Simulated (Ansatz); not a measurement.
## Rh: work and stress of cleavage

Method: DFT PBE, scalar-relativistic, plane waves, PAW in Ansatz. Cutoff 420 eV, Γ-centred 25×25×5 k-points, Gaussian smearing of 0.15 eV. No spin polarisation. Energies are free energies at this smearing, counted from the undisturbed cell; pressure is positive in compression.

The undisturbed cell (relaxed at this level; with this scan's settings it stands at 0.1 GPa):

```yaml
crystal:
  lattice:
    - [1.91497, -1.91497, 0.00000]
    - [1.91497, 0.00000, -1.91497]
    - [7.65986, 7.65986, 7.65986]
  atoms:
    - { symbol: Rh, position: [0.66667, 0.66667, 0.08332] }
    - { symbol: Rh, position: [0.00000, 0.00000, 0.91665] }
    - { symbol: Rh, position: [0.33333, 0.33333, 0.24998] }
    - { symbol: Rh, position: [0.66667, 0.66667, 0.58332] }
    - { symbol: Rh, position: [0.00000, 0.00000, 0.41665] }
    - { symbol: Rh, position: [0.33333, 0.33333, 0.74998] }
```

The cut lies on the cell's a–b face, a (1 1 1) plane (indices in the standard cell, whose axes needn't be the Cartesian ones shown) of area 6.35 Å², between layers 2.21 Å apart. Vector c is lengthened by d along the normal with the atoms' Cartesian places fixed: one unrelaxed cut a cell. The traction is positive where the two halves pull on each other.

```
d (Å) energy (J/m²) traction (GPa)
-0.30           1.16           -91.0
 0.00           0.00            -0.1
 0.25           0.40            26.8
 0.50           1.16            32.0
 1.00           2.57            22.6
 1.50           3.42            11.8
 2.00           3.83             5.4
 3.00           4.08             0.8
 6.00           4.12             0.0
```

Q: What are the work of separation and the cleavage stress, and do they fit the universal binding curve?

A: The energy levels off near W ≈ 4.12 J/m² (the traction is down to 0.0 GPa), the energy of the two unrelaxed faces, 2.06 J/m² each on average. The largest sampled traction is 32.0 GPa at d = 0.50 Å, and a parabola through it and its two neighbours peaks at σ_max ≈ 32.3 GPa, d ≈ 0.57 Å. The curve E = W[1 − (1 + d/ℓ)exp(−d/ℓ)] peaks in traction at d = ℓ with σ_max = W/(eℓ); with 1 J/m² per Å = 10 GPa this W and σ_max give ℓ = 0.47 Å. A parabola through that curve at the same three d peaks at 0.56 Å, against 0.57 Å here, a fair fit. Real crystals break at far lower stress, because cracks concentrate it, and on the plane of lowest W, which needn't be this one.

The cut is rigid; relaxing the faces lowers these energies and usually the stresses.

In a metal these slopes depend on the k mesh and the smearing.

Cost: 9 runs of about 11 core-minutes in all, on Oxide Virtual Turin-like Processor (Zen 5) (shared hosts).